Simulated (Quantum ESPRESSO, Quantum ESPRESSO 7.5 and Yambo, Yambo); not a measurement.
# Quasiparticle gap of AgBr (Bromargyrite) in Yambo

Wanted: ground state, empty states, screening and self-energy for AgBr (Bromargyrite).

Method: PBE and many-body steps on it, plane waves, in Quantum ESPRESSO 7.5 and Yambo 5.3.0.

### Step 1. Starting point

It takes space group Fm-3m (No. 225, cubic). The conventional cell has a = 5.775 Å, b = 5.775 Å, c = 5.775 Å, α = 90.00°, β = 90.00°, γ = 90.00°. Nearest to Ag lie 6 Br at 2.89 Å. Nearest to Br lie 6 Ag at 2.89 Å. Farther neighbours and most contacts between anions are not listed.

The cell and positions come from the Crystallography Open Database and are kept as given unless a step says otherwise.

### Step 2. Ground state

This step: Quantum ESPRESSO 7.5; DFT, PBE, plane waves, norm-conserving pseudopotentials.

The ground-state density comes first.

pw.in reads:

```
&control
  calculation = 'scf'
  prefix = 'x'
  outdir = 'o'
  pseudo_dir = 'pseudo'
/
&system
  ibrav = 0
  nat = 2
  ntyp = 2
  ecutwfc = 76.0
  nbnd = 23
  force_symmorphic = .true.
/
&electrons
  conv_thr = 1e-10
  electron_maxstep = 80
  mixing_beta = 0.5
/
ATOMIC_SPECIES
  Ag 107.87 Ag.upf
  Br 79.904 Br.upf
CELL_PARAMETERS angstrom
  0.0000000000 2.8872500000 2.8872500000
  2.8872500000 -0.0000000000 2.8872500000
  2.8872500000 2.8872500000 0.0000000000
ATOMIC_POSITIONS crystal
  Ag 0.0000000000 0.0000000000 0.0000000000
  Br 0.5000000000 0.5000000000 0.5000000000
K_POINTS automatic
  6 6 6 0 0 0
```

Command:

```
OMP_NUM_THREADS=1 mpirun -n 4 pw.x -nk 4 -in pw.in > pw.out
```

The program printed:

```text
Program PWSCF v.7.5 starts

     This program is part of the open-source Quantum ESPRESSO suite
     for quantum simulation of materials; please cite
         "P. Giannozzi et al., J. Phys.:Condens. Matter 21 395502 (2009);
         "P. Giannozzi et al., J. Phys.:Condens. Matter 29 465901 (2017);
         "P. Giannozzi et al., J. Chem. Phys. 152 154105 (2020);
     in publications or presentations arising from this work. More details at
     Message from routine setup:
     using ibrav=0 with symmetry is DISCOURAGED, use correct ibrav instead

     G-vector sticks info

     bravais-lattice index     =            0
     lattice parameter (alat)  =       7.7161  a.u.
     unit-cell volume          =     324.8477 (a.u.)^3
     number of atoms/cell      =            2
     number of atomic types    =            2
     number of electrons       =        36.00
     number of Kohn-Sham states=           23
     kinetic-energy cutoff     =      76.0000  Ry
     charge density cutoff     =     304.0000  Ry
     scf convergence threshold =      1.0E-10
     mixing beta               =       0.5000
     number of iterations used =            8  plain     mixing
     Exchange-correlation= PBE
                           (   1   4   3   4   0   0   0)

     celldm(1)=   7.716107  celldm(2)=   0.000000  celldm(3)=   0.000000
     celldm(4)=   0.000000  celldm(5)=   0.000000  celldm(6)=   0.000000

     crystal axes: (cart. coord. in units of alat)
               a(1) = (   0.000000   0.707107   0.707107 )
               a(2) = (   0.707107  -0.000000   0.707107 )
               a(3) = (   0.707107   0.707107   0.000000 )

     reciprocal axes: (cart. coord. in units 2 pi/alat)
               b(1) = ( -0.707107  0.707107  0.707107 )
               b(2) = (  0.707107 -0.707107  0.707107 )
               b(3) = (  0.707107  0.707107 -0.707107 )
     Pseudo is Norm-conserving + core correction, Zval = 19.0
     Generated using ONCVPSP code by D. R. Hamann
     Using radial grid of 1538 points,  6 beta functions with:
     Pseudo is Norm-conserving + core correction, Zval = 17.0
     Generated using ONCVPSP code by D. R. Hamann
     Using radial grid of 1098 points,  6 beta functions with:
     Ag               19.00   107.87000     Ag( 1.00)
     Br               17.00    79.90400     Br( 1.00)

     48 Sym. Ops., with inversion, found

   Cartesian axes

     site n.     atom                  positions (alat units)
         1        Ag     tau(   1) = (   0.0000000   0.0000000   0.0000000  )
         2        Br     tau(   2) = (   0.7071068   0.7071068   0.7071068  )

     number of k points=    16
                       cart. coord. in units 2pi/alat
        k(    1) = (   0.0000000   0.0000000   0.0000000), wk =   0.0092593
        k(    2) = (   0.1178511   0.1178511  -0.1178511), wk =   0.0740741
        k(    3) = (   0.2357023   0.2357023  -0.2357023), wk =   0.0740741
        k(    4) = (  -0.3535534  -0.3535534   0.3535534), wk =   0.0370370
        k(    5) = (   0.2357023   0.0000000  -0.0000000), wk =   0.0555556
        k(    6) = (   0.3535534   0.1178511  -0.1178511), wk =   0.2222222
        k(    7) = (  -0.2357023  -0.4714045   0.4714045), wk =   0.2222222
        k(    8) = (  -0.1178511  -0.3535534   0.3535534), wk =   0.2222222
        k(    9) = (   0.0000000  -0.2357023   0.2357023), wk =   0.1111111
        k(   10) = (   0.4714045   0.0000000  -0.0000000), wk =   0.0555556
     [... 4 further rows ...]
        k(   15) = (  -0.1178511  -0.3535534   0.5892557), wk =   0.2222222
        k(   16) = (  -0.7071068   0.2357023   0.0000000), wk =   0.1111111

     Dense  grid:    29123 G-vectors     FFT dimensions: (  45,  45,  45)

     Initial potential from superposition of free atoms

     starting charge      35.9995, renormalised to      36.0000
     Starting wfcs are   19 randomized atomic wfcs +    4 random wfcs

     per-process dynamical memory:    29.6 Mb

     Self-consistent Calculation

     iteration #  1     ecut=    76.00 Ry     beta= 0.50

     Threshold (ethr) on eigenvalues was too large:
     Diagonalizing with lowered threshold

     total energy              =    -580.82742874 Ry
     estimated scf accuracy    <       0.02654878 Ry

     iteration #  2     ecut=    76.00 Ry     beta= 0.50

     total energy              =    -580.83468106 Ry
     estimated scf accuracy    <       0.00494654 Ry

     iteration #  3     ecut=    76.00 Ry     beta= 0.50

     total energy              =    -580.83557517 Ry
     estimated scf accuracy    <       0.00030962 Ry

     iteration #  4     ecut=    76.00 Ry     beta= 0.50

     total energy              =    -580.83560811 Ry
     estimated scf accuracy    <       0.00002358 Ry

     iteration #  5     ecut=    76.00 Ry     beta= 0.50

     total energy              =    -580.83561060 Ry
     estimated scf accuracy    <       0.00000160 Ry

     iteration #  6     ecut=    76.00 Ry     beta= 0.50

     total energy              =    -580.83561080 Ry
     estimated scf accuracy    <       0.00000002 Ry

     iteration #  7     ecut=    76.00 Ry     beta= 0.50

     total energy              =    -580.83561081 Ry
     estimated scf accuracy    <          2.2E-09 Ry

     iteration #  8     ecut=    76.00 Ry     beta= 0.50

     total energy              =    -580.83561081 Ry
     estimated scf accuracy    <          3.8E-10 Ry

     iteration #  9     ecut=    76.00 Ry     beta= 0.50

     End of self-consistent calculation

          k = 0.0000 0.0000 0.0000 (  3695 PWs)   bands (ev):

   -80.6914 -51.2099 -51.2099 -51.2095 -51.2095 -51.2095 -44.2125 -44.2125
   -44.2125  -5.5764   6.6720   6.6720   6.6720   6.6726   6.6726   7.5251
     7.5251   7.5251  10.0695  19.3263  19.3263  19.3263  20.6112

          k = 0.1179 0.1179-0.1179 (  3632 PWs)   bands (ev):

   -80.6912 -51.2099 -51.2099 -51.2095 -51.2095 -51.2095 -44.2129 -44.2125
   -44.2125  -5.4768   6.0307   6.1077   6.1077   6.7427   6.7427   7.1277
     8.2043   8.2043  11.3616  17.4621  18.5440  18.5440  20.3500

          k = 0.2357 0.2357-0.2357 (  3633 PWs)   bands (ev):

   -80.6912 -51.2099 -51.2099 -51.2095 -51.2095 -51.2095 -44.2136 -44.2126
   -44.2126  -5.2644   4.7818   5.5376   5.5376   6.8890   6.8890   7.2082
     9.0342   9.0342  12.8929  16.0160  16.8812  16.8812  20.7101

          k =-0.3536-0.3536 0.3536 (  3648 PWs)   bands (ev):

     [... further k-points ...]

     highest occupied, lowest unoccupied level (ev):     9.3930   10.0695

!    total energy              =    -580.83561081 Ry
     estimated scf accuracy    <          9.5E-12 Ry

     The total energy is the sum of the following terms:
     one-electron contribution =    -317.34591710 Ry
     hartree contribution      =     165.01635383 Ry
     xc contribution           =     -90.89128098 Ry
     ewald contribution        =    -337.61476655 Ry

     convergence has been achieved in   9 iterations

     XML data file, charge density, pseudopotentials, collected wavefunctions

=------------------------------------------------------------------------------=
   JOB DONE.
=------------------------------------------------------------------------------=
```

Elapsed: 13 s, on 4 MPI ranks of Intel Xeon Platinum 8259CL at 2.50GHz (Skylake/Cascade Lake), shared host; peak memory 0.29 GiB; 51 s of CPU time.

This step gave:

```yaml
total_energy: -7902.6711 eV
gap: 0.6765 eV
k_of_the_valence_top: 0, 0, -0.5
k_of_the_conduction_bottom: 0, 0, 0
least_direct_gap: 2.544 eV
```

The gap is indirect, with the least direct gap 1.87 eV higher.

### Step 3. Bands along the symmetry lines

The cheap functional maps the bands first; the places of the edges decide which points the dearer methods must see.

pw.in reads:

```
&control
  calculation = 'bands'
  prefix = 'x'
  outdir = 'o'
  pseudo_dir = 'pseudo'
/
&system
  ibrav = 0
  nat = 2
  ntyp = 2
  ecutwfc = 76.0
  nbnd = 24
  force_symmorphic = .true.
/
&electrons
  conv_thr = 1e-9
  electron_maxstep = 80
  diago_full_acc = .true.
  diago_thr_init = 5e-6
/
ATOMIC_SPECIES
  Ag 107.87 Ag.upf
  Br 79.904 Br.upf
CELL_PARAMETERS angstrom
  0.0000000000 2.8872500000 2.8872500000
  2.8872500000 -0.0000000000 2.8872500000
  2.8872500000 2.8872500000 0.0000000000
ATOMIC_POSITIONS crystal
  Ag 0.0000000000 0.0000000000 0.0000000000
  Br 0.5000000000 0.5000000000 0.5000000000
K_POINTS crystal
  50
  0.00000000 0.00000000 0.00000000 1
  0.06250000 0.00000000 0.06250000 1
  0.12500000 0.00000000 0.12500000 1
  0.18750000 0.00000000 0.18750000 1
  0.25000000 0.00000000 0.25000000 1
  0.31250000 0.00000000 0.31250000 1
  0.37500000 0.00000000 0.37500000 1
  0.43750000 0.00000000 0.43750000 1
  0.50000000 0.00000000 0.50000000 1
  0.51562500 0.03125000 0.51562500 1
  0.53125000 0.06250000 0.53125000 1
  0.54687500 0.09375000 0.54687500 1
  0.56250000 0.12500000 0.56250000 1
  0.57812500 0.15625000 0.57812500 1
  0.59375000 0.18750000 0.59375000 1
  0.60937500 0.21875000 0.60937500 1
  0.62500000 0.25000000 0.62500000 1
  0.37500000 0.37500000 0.75000000 1
  0.32812500 0.32812500 0.65625000 1
  0.28125000 0.28125000 0.56250000 1
  0.23437500 0.23437500 0.46875000 1
  0.18750000 0.18750000 0.37500000 1
  0.14062500 0.14062500 0.28125000 1
  0.09375000 0.09375000 0.18750000 1
  0.04687500 0.04687500 0.09375000 1
  0.00000000 0.00000000 0.00000000 1
  0.06250000 0.06250000 0.06250000 1
  0.12500000 0.12500000 0.12500000 1
  0.18750000 0.18750000 0.18750000 1
  0.25000000 0.25000000 0.25000000 1
  0.31250000 0.31250000 0.31250000 1
  0.37500000 0.37500000 0.37500000 1
  0.43750000 0.43750000 0.43750000 1
  0.50000000 0.50000000 0.50000000 1
  0.50000000 0.46875000 0.53125000 1
  0.50000000 0.43750000 0.56250000 1
  0.50000000 0.40625000 0.59375000 1
  0.50000000 0.37500000 0.62500000 1
  0.50000000 0.34375000 0.65625000 1
  0.50000000 0.31250000 0.68750000 1
  0.50000000 0.28125000 0.71875000 1
  0.50000000 0.25000000 0.75000000 1
  0.50000000 0.21875000 0.71875000 1
  0.50000000 0.18750000 0.68750000 1
  0.50000000 0.15625000 0.65625000 1
  0.50000000 0.12500000 0.62500000 1
  0.50000000 0.09375000 0.59375000 1
  0.50000000 0.06250000 0.56250000 1
  0.50000000 0.03125000 0.53125000 1
  0.50000000 0.00000000 0.50000000 1
```

The program printed:

```text
[banner, memory and clock lines left out]
Program PWSCF v.7.5 starts

     Atomic positions and unit cell read from directory:
     o/x.save/

     Message from routine setup:
     using ibrav=0 with symmetry is DISCOURAGED, use correct ibrav instead

     G-vector sticks info

     bravais-lattice index     =            0
     lattice parameter (alat)  =       7.7161  a.u.
     unit-cell volume          =     324.8477 (a.u.)^3
     number of atoms/cell      =            2
     number of atomic types    =            2
     number of electrons       =        36.00
     number of Kohn-Sham states=           24
     kinetic-energy cutoff     =      76.0000  Ry
     charge density cutoff     =     304.0000  Ry
     Exchange-correlation= PBE
                           (   1   4   3   4   0   0   0)

     celldm(1)=   7.716107  celldm(2)=   0.000000  celldm(3)=   0.000000
     celldm(4)=   0.000000  celldm(5)=   0.000000  celldm(6)=   0.000000

     crystal axes: (cart. coord. in units of alat)
               a(1) = (   0.000000   0.707107   0.707107 )
               a(2) = (   0.707107  -0.000000   0.707107 )
               a(3) = (   0.707107   0.707107   0.000000 )

     reciprocal axes: (cart. coord. in units 2 pi/alat)
               b(1) = ( -0.707107  0.707107  0.707107 )
               b(2) = (  0.707107 -0.707107  0.707107 )
               b(3) = (  0.707107  0.707107 -0.707107 )
     Pseudo is Norm-conserving + core correction, Zval = 19.0
     Generated using ONCVPSP code by D. R. Hamann
     Using radial grid of 1538 points,  6 beta functions with:
     Pseudo is Norm-conserving + core correction, Zval = 17.0
     Generated using ONCVPSP code by D. R. Hamann
     Using radial grid of 1098 points,  6 beta functions with:
     Ag               19.00   107.87000     Ag( 1.00)
     Br               17.00    79.90400     Br( 1.00)

     48 Sym. Ops., with inversion, found

   Cartesian axes

     site n.     atom                  positions (alat units)
         1        Ag     tau(   1) = (   0.0000000   0.0000000   0.0000000  )
         2        Br     tau(   2) = (   0.7071068   0.7071068   0.7071068  )

     number of k points=    50
                       cart. coord. in units 2pi/alat
        k(    1) = (   0.0000000   0.0000000   0.0000000), wk =   0.0400000
        k(    2) = (   0.0000000   0.0883883   0.0000000), wk =   0.0400000
        k(    3) = (   0.0000000   0.1767767   0.0000000), wk =   0.0400000
[...]
[... 38 further rows ...]
        k(   49) = (   0.0441942   0.7071068   0.0000000), wk =   0.0400000
        k(   50) = (   0.0000000   0.7071068   0.0000000), wk =   0.0400000

     Dense  grid:    29123 G-vectors     FFT dimensions: (  45,  45,  45)

     The potential is recalculated from file :
     o/x.save/charge-density

     Starting wfcs are   19 randomized atomic wfcs +    5 random wfcs

     Band Structure Calculation

     End of band structure calculation

          k = 0.0000 0.0000 0.0000 (  3695 PWs)   bands (ev):

   -80.6914 -51.2099 -51.2099 -51.2095 -51.2095 -51.2095 -44.2126 -44.2126
   -44.2126  -5.5764   6.6719   6.6719   6.6719   6.6726   6.6726   7.5251
     7.5251   7.5251  10.0695  19.3263  19.3263  19.3263  20.6109  21.1270

          k = 0.0000 0.0884 0.0000 (  3655 PWs)   bands (ev):

[...]
k = 0.0000 0.1768 0.0000 (  3643 PWs)   bands (ev):

[...]
k =-0.0000 0.2652 0.0000 (  3635 PWs)   bands (ev):

[...]
k = 0.0000 0.4419-0.0000 (  3619 PWs)   bands (ev):

[...]
k =-0.0000 0.5303 0.0000 (  3623 PWs)   bands (ev):

[...]
k = 0.0000 0.6187-0.0000 (  3624 PWs)   bands (ev):

[...]
k = 0.4640 0.4640-0.0000 (  3627 PWs)   bands (ev):

[...]
k = 0.3315 0.3315-0.0000 (  3635 PWs)   bands (ev):

[...]
k = 0.3094 0.7071-0.0000 (  3656 PWs)   bands (ev):

[...]
k = 0.2210 0.7071-0.0000 (  3636 PWs)   bands (ev):

[...]
k = 0.1768 0.7071-0.0000 (  3634 PWs)   bands (ev):

[...]
k = 0.0442 0.7071 0.0000 (  3614 PWs)   bands (ev):

[...]
k = 0.0000 0.7071 0.0000 (  3612 PWs)   bands (ev):

[...]
-44.2131  -5.1219   5.2448   6.4122   6.6477   6.6477   6.8265   7.0645
     7.0645   7.1540  11.0344  16.4868  18.3896  20.3618  20.3618  24.3149

     XML data file, pseudopotentials, collected wavefunctions
```

Elapsed: 11 s, on 4 MPI ranks; peak memory 0.26 GiB.

This step gave:

| Item | Value |
| --- | --- |
| gap | 0.6765 eV |
| k of the valence top | 0.5, 0.5, 0.5 |
| k of the conduction bottom | 0, 0, 0 |
| least direct gap | 2.544 eV |

The gap is 0.676 eV, as in the run before at this level.

Electronic bands along the path, in eV, zero at the top of the highest filled band:

```
    point  band 15  band 16  band 17  band 18  band 19  band 20  band 21  band 22
        Γ    -2.72    -1.87    -1.87    -1.87     0.68     9.93     9.93     9.93
  halfway    -2.64    -1.81    -1.81    -1.60     3.25     6.69     7.86     9.49
        X    -2.57    -2.33    -2.33    -2.24     1.64     7.09     9.00    10.97
  halfway    -2.34    -2.28    -2.08    -1.93     2.05     7.10     8.75    10.34
        U    -2.38    -2.16    -1.97    -1.17     2.98     6.84     8.21     9.15
jump to K    -2.38    -2.16    -1.97    -1.17     2.98     6.84     8.21     9.15
  halfway    -2.49    -2.00    -1.74    -0.20     3.75     6.49     7.50     7.83
        Γ    -2.72    -1.87    -1.87    -1.87     0.68     9.93     9.93     9.93
  halfway    -2.58    -2.25    -0.74    -0.74     2.86     7.17     8.25     8.25
        L    -2.43    -2.09     0.00     0.00     3.79     6.49     6.81     6.81
  halfway    -2.42    -2.14    -1.17    -0.59     4.48     5.27     7.84     7.90
        W    -2.32    -2.23    -2.23    -1.48     3.76     7.15     7.68     7.68
  halfway    -2.33    -2.33    -2.27    -1.72     2.47     7.18     8.53     9.07
        X    -2.57    -2.33    -2.33    -2.24     1.64     7.09     9.00    10.97
```

(Continued in part 2 of 3.)

[Paths, hosts, dates, memory and timing lines, banners, echoed tables and standing remarks are left out of the program output.]

[Logs are printed without paths, hosts, clocks, repeated set-up lines and the standing remarks that a program may print on its own settings, such as how far it seeks lower states.]

[Runs of the session that timed out or met a known fault of the program may be left out.]

[Hosts, paths, dates, database ids (printed as entryN), source tags and the programs' standing remarks are cut or masked in the printed files.]
